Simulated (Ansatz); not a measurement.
Starting cell, LiI (rock salt):

```xyz
2
Lattice="0.0000 2.9516 2.9516 2.9516 0.0000 2.9516 2.9516 2.9516 0.0000" Properties=species:S:1:pos:R:3 pbc="T T T"
I      0.0000     0.0000     0.0000
Li     2.9516     2.9516     2.9516
```

In this cell atom 2 (Li, nearest neighbour I at 2.952 Å; its periodic images, 4.2 Å or more away, move with it) is moved by s along Cartesian x, unit vector (1.000, 0.000, 0.000); all other atoms and the cell stay fixed.

Level of theory: PBEsol (plane waves to 420 eV, PAW, scalar-relativistic; Ansatz, an electronic-structure program). k mesh 8×8×8 (Γ-centred), Fermi-Dirac smearing 0.05 eV. E stands for the smeared free energy. LiI was relaxed with its symmetry unable to fall. Spin-orbit coupling is left out, though I is heavy. The zero of ΔE is the undisplaced structure.

```
s (Å)   ΔE (meV/cell)
------  -------------
-0.590          246.1
-0.472          123.4
-0.354       withheld
-0.236           20.2
-0.118            4.4
0.000             0.0
0.118             4.4
0.236            20.2
0.354        withheld
0.472           123.4
0.590           246.1
```

Question: Fit an even polynomial form (powers 2, 4, 6) to the given rows and predict ΔE at s = 0.354.

Answer: Least squares on the 9 given rows: ΔE = (302.1)·s² + (1072)·s⁴ + (261.8)·s⁶, in meV/cell with s in Å; root-mean-square residual 0.01 meV/cell. At 0.354 the fit gives 55.2 meV/cell; the calculation gives 55.2 meV/cell, the same to the digits shown. The quadratic term alone would give 37.9 meV/cell.

(For displaced atoms, the force is minus the slope of the energy, and its curvature is a force constant, which sets phonon frequencies.)
